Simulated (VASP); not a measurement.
Wanted: the native input for a VASP 6.6.1 run.

* Task: relaxation of cell and atoms
* Functional: RPBE
* Potentials or basis: VASP PAW PBE potentials, release 64 (In_d, P)
* Cutoff: 600 eV
* k mesh: 10 × 10 × 10
* Occupations: gaussian, width 0.02 eV
* Spin: no spin polarisation
* Further INCAR settings: ALGO = Normal; EDIFF = 1e-07; IBRION = 2; EDIFFG = -0.005; NSW = 90; ISIF = 3

The structure of InP lies in POSCAR:

```
InP
1.0
    0.0000000000      2.9519763900      2.9519763900
    2.9519763900      0.0000000000      2.9519763900
    2.9519763900      2.9519763900      0.0000000000
In P
1 1
Direct
    0.0000000000      0.0000000000      0.0000000000
    0.7500000000      0.7500000000      0.7500000000
```

The cell is a database's computed one.

One way to write it, as run:

INCAR

```
SYSTEM = InP
PREC = Accurate
ENCUT = 600
EDIFF = 1E-7
ISMEAR = 0
SIGMA = 0.02
LREAL = .FALSE.
LASPH = .TRUE.
NELM = 100
ALGO = Normal
ISIF = 3
LWAVE = .FALSE.
LCHARG = .FALSE.
GGA = RP
IBRION = 2
NSW = 90
EDIFFG = -0.005
```

KPOINTS

```
Automatic mesh
0
G
  10 10 10
  0 0 0
```

Potentials or basis: VASP PAW PBE potentials, release 64 (In_d, P).

Launch:

```console
$ cat potpaw_PBE.64/In_d/POTCAR potpaw_PBE.64/P/POTCAR > POTCAR
$ mpirun -np 1 vasp_std > vasp.out
```

It gave:

```
Relaxed volume                         : 27.22 Å³/atom
Relaxed cell                           : a = 4.254 Å, b = 4.254 Å, c = 4.254 Å, α = 60.00°, β = 60.00°, γ = 60.00°
Space group after relaxing (to 0.05 Å) : F-43m (No. 216)
Energy gained by relaxing              : 15.5 meV/atom
Ionic steps                            : 3
Pressure after relaxing                : 0.0 GPa
Band gap on the k mesh                 : 0.42 eV, direct
```

Caveat: the PAW data sets were made with another functional, which shifts forces and pressure a little; spin-orbit coupling is left out, which moves the levels of the heavy elements.

Run time: 71 s on 1 thread of Intel(R) Xeon(R) 6975P-C (Granite Rapids), on a shared host, peak memory 0.23 GiB.
